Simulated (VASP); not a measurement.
# MgS: band structure with TB-mBJ

MgS:

```
CELL_PARAMETERS angstrom
0.00000 2.83312 2.83312
2.83312 0.00000 2.83312
2.83312 2.83312 0.00000
ATOMIC_POSITIONS crystal
S 0.25000 0.25000 0.25000
Mg 0.00000 0.00000 0.00000
```

The cell comes from a database or a generator and needn't be the stable form of this composition.

```
Program                : VASP 6.6.1
Task                   : band structure
Functional             : TB-mBJ
Potentials or basis    : VASP PAW PBE potentials, release 64 (S, Mg)
Cutoff                 : 800 eV
k mesh                 : 10 × 10 × 10
Occupations            : gaussian, width 0.05 eV
Spin                   : no spin polarisation
Further INCAR settings : ALGO = Normal; EDIFF = 1e-06; NBANDS = 11
```

```
Band gap on the k mesh  : 5.04 eV, direct
Band gap along the path : 5.04 eV, direct
```

Levels at the corners of the path, in eV from the valence-band top:
| point | band 1 | band 2 | band 3 | band 4 | band 5 | band 6 | band 7 | band 8 | band 9 |
| --- | --- | --- | --- | --- | --- | --- | --- | --- | --- |
| Γ | -11.15 | 0.00 | 0.00 | 0.00 | 5.04 | 9.02 | 9.02 | 9.02 | 11.60 |
| X | -10.36 | -2.43 | -0.89 | -0.89 | 5.30 | 6.84 | 12.52 | 13.84 | 13.84 |
| X | -10.36 | -2.43 | -0.89 | -0.89 | 5.30 | 6.84 | 12.52 | 13.84 | 13.84 |
| W | -10.35 | -1.96 | -1.56 | -1.08 | 6.78 | 9.09 | 9.17 | 9.81 | 14.21 |
| W | -10.35 | -1.96 | -1.56 | -1.08 | 6.78 | 9.09 | 9.17 | 9.81 | 14.21 |
| K | -10.37 | -2.12 | -1.57 | -0.70 | 6.18 | 8.09 | 10.68 | 11.26 | 12.45 |
| K | -10.37 | -2.12 | -1.57 | -0.70 | 6.18 | 8.09 | 10.68 | 11.26 | 12.45 |
| Γ | -11.15 | 0.00 | 0.00 | 0.00 | 5.04 | 9.02 | 9.02 | 9.02 | 11.60 |
| Γ | -11.15 | 0.00 | 0.00 | 0.00 | 5.04 | 9.02 | 9.02 | 9.02 | 11.60 |
| L | -10.55 | -2.67 | -0.29 | -0.29 | 6.47 | 8.72 | 8.72 | 10.10 | 13.88 |
| L | -10.55 | -2.67 | -0.29 | -0.29 | 6.47 | 8.72 | 8.72 | 10.10 | 13.88 |
| U | -10.37 | -2.12 | -1.57 | -0.70 | 6.18 | 8.09 | 10.68 | 11.26 | 12.45 |
| U | -10.37 | -2.12 | -1.57 | -0.70 | 6.18 | 8.09 | 10.68 | 11.26 | 12.45 |
| W | -10.35 | -1.96 | -1.56 | -1.08 | 6.78 | 9.09 | 9.17 | 9.81 | 14.21 |
| W | -10.35 | -1.96 | -1.56 | -1.08 | 6.78 | 9.09 | 9.17 | 9.81 | 14.21 |
| L | -10.55 | -2.67 | -0.29 | -0.29 | 6.47 | 8.72 | 8.72 | 10.10 | 13.88 |
| L | -10.55 | -2.67 | -0.29 | -0.29 | 6.47 | 8.72 | 8.72 | 10.10 | 13.88 |
| K | -10.37 | -2.12 | -1.57 | -0.70 | 6.18 | 8.09 | 10.68 | 11.26 | 12.45 |
| U | -10.37 | -2.12 | -1.57 | -0.70 | 6.18 | 8.09 | 10.68 | 11.26 | 12.45 |
| X | -10.36 | -2.43 | -0.89 | -0.89 | 5.30 | 6.84 | 12.52 | 13.84 | 13.84 |

Wall time 4.5 min on 1 thread of Intel(R) Xeon(R) Platinum 8488C (Sapphire Rapids), with other jobs on the host, peak memory 0.31 GiB.
